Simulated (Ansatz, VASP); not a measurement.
C in VASP and in Ansatz

INCAR

```
SYSTEM = C
PREC     = Accurate       ! precision mode
ENCUT    = 520            ! plane-wave cutoff, eV
EDIFF    = 1E-7           ! SCF threshold, eV
ISMEAR   = 0              ! smearing method
SIGMA    = 0.05           ! smearing width, eV
LREAL    = .False.        ! projectors in reciprocal space
LASPH    = .True.         ! aspherical terms in the spheres
NELM     = 100            ! most SCF steps
ALGO     = Normal         ! electronic algorithm
ISIF     = 2              ! what is computed and relaxed
LWAVE    = .False.        ! write WAVECAR
LCHARG   = .False.        ! write CHGCAR
GGA      = PE             ! functional
NBANDS   = 26             ! bands
```

KPOINTS

```
regular mesh
0
Gamma
  12 12 4
  0 0 0
```

The input POSCAR:

```
C
1.0
    2.5810158241      0.0000000000      0.0000000000
   -1.2905079120      2.2352252712      0.0000000000
    0.0000000000      0.0000000000      8.5123092337
C
8
Direct
    0.0000000000      0.0000000000      0.0929732494
    0.0000000000      0.0000000000      0.5929732494
    0.0000000000      0.0000000000      0.4070267506
    0.0000000000      0.0000000000      0.9070267506
    0.3333333333      0.6666666667      0.1555299995
    0.6666666667      0.3333333333      0.6555299995
    0.3333333333      0.6666666667      0.3444700005
    0.6666666667      0.3333333333      0.8444700005
```

Input for Ansatz:

```yaml
crystal:
  lattice:
    - [2.5810158241, 0.0, 0.0]
    - [-1.290507912, 2.2352252712, 0.0]
    - [0.0, 0.0, 8.5123092337]
  atoms:
    - { symbol: C, position: [0.0, 0.0, 0.0929732494] }
    - { symbol: C, position: [0.0, 0.0, 0.5929732494] }
    - { symbol: C, position: [0.0, 0.0, 0.4070267506] }
    - { symbol: C, position: [0.0, 0.0, 0.9070267506] }
    - { symbol: C, position: [0.3333333333, 0.6666666667, 0.1555299995] }
    - { symbol: C, position: [0.6666666667, 0.3333333333, 0.6555299995] }
    - { symbol: C, position: [0.3333333333, 0.6666666667, 0.3444700005] }
    - { symbol: C, position: [0.6666666667, 0.3333333333, 0.8444700005] }
basis:
  ecutwfc: 520.0
kpoints:
  mp_grid: { grid: [12, 12, 4] }
hamiltonian:
  xc: pbe
  pseudopotentials: { kind: paw, azcp: { folder: soft_1 } }
scf:
  occupations: { method: gaussian, width: 0.05 }
output:
  forces: true
  stress: true
  eigenvalues: true
```

Change from the starting cell: mode 14 frozen in at +0.000 Å, equal normal strain along x, y and z +0.0250.

Alike in both runs: task single point; functional PBE; k mesh 12 × 12 × 4; occupations gaussian, width 0.05 eV; no spin polarisation.

|  | VASP | Ansatz |
| --- | --- | --- |
| version | VASP 6.6.1 | Ansatz 0.2.0 |
| potentials or method | VASP PAW PBE potentials, release 64 (C) | scalar-relativistic, plane waves, PAW |
| plane-wave cutoff (eV) | 520 | 520 |
| valence electrons in the cell | 32 | 32 |

VASP gave:

- gap on the k mesh at the Fermi level (eV): 4.35
- least direct gap on the mesh (eV): 5.13
- pressure (GPa): -27.6
- largest component of the traceless stress (GPa): 0.14
- rms of the force components (eV/Å): 0.024

Problem. What did Ansatz give for the same quantities?

Solution. gap on the k mesh at the Fermi level (eV): 4.36; least direct gap on the mesh (eV): 5.13; pressure (GPa): -28.0; largest component of the traceless stress (GPa): 0.12; rms of the force components (eV/Å): 0.025.

Atom by atom the forces differ by 0.001 eV/Å (rms over components). The functional is the same, so the differences come from potentials, cutoffs and numerics.

Caveats: so large a pressure means that the cell lies far from this level's equilibrium, or that cutoff or potentials fall short (VASP).
